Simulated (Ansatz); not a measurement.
# NiO: the cost of one run

Method: DFT PBE, scalar-relativistic, plane waves, PAW, in Ansatz 0.2.0.

1 further run of the same task is left out (set aside as unsound or not needed).

## (1) The starting structure

It takes space group F-43m (No. 216, cubic). The conventional cell has a = 4.481 Å, b = 4.481 Å, c = 4.481 Å, α = 90.00°, β = 90.00°, γ = 90.00°. Ni (site symmetry -43m) has 4 O at 1.94 Å as nearest neighbours. Around O (site symmetry -43m) lie 4 Ni at 1.94 Å.

Coordinates:

```
CELL_PARAMETERS angstrom
0.00000 2.24063 2.24063
2.24063 0.00000 2.24063
2.24063 2.24063 0.00000
ATOMIC_POSITIONS crystal
Ni 0.00000 0.00000 0.00000
O 0.75000 0.75000 0.75000
```

The start is the relaxed end of an invented cell (made as: species swapped into a database cell of BeSe (F-43m, No. 216)), taken up again for a closer look.

## (2) A first look at the guess

input.yaml

```yaml
crystal:
  lattice:
    - [0.0, 2.2406275, 2.2406275]
    - [2.2406275, 0.0, 2.2406275]
    - [2.2406275, 2.2406275, 0.0]
  atoms:
    - { symbol: Ni, position: [0.0, 0.0, 0.0], spin: 1.61 }
    - { symbol: O, position: [0.75, 0.75, 0.75], spin: 0.41 }
basis:
  ecutwfc: 420
kpoints:
  mp_grid: { grid: [6, 6, 6] }
hamiltonian:
  xc: pbe
scf:
  occupations: { method: gaussian, width: 0.1 }
  lower_state_search: "off"
output:
  forces: true
  stress: true
  eigenvalues: true
  populations: true
magnetization:
  spin_polarized: true
```

Launch:

```
ansatz run input.yaml --threads 1 --pin off --max-ram 3072MiB --backend cpu --events-out ev --progress --plain --runs-dir out
```

Q: Estimate wall time and peak memory on 1 thread of AMD EPYC 7R43 (Zen 3), shared host.

About 6.9 s, with a peak of 0.32 GiB.
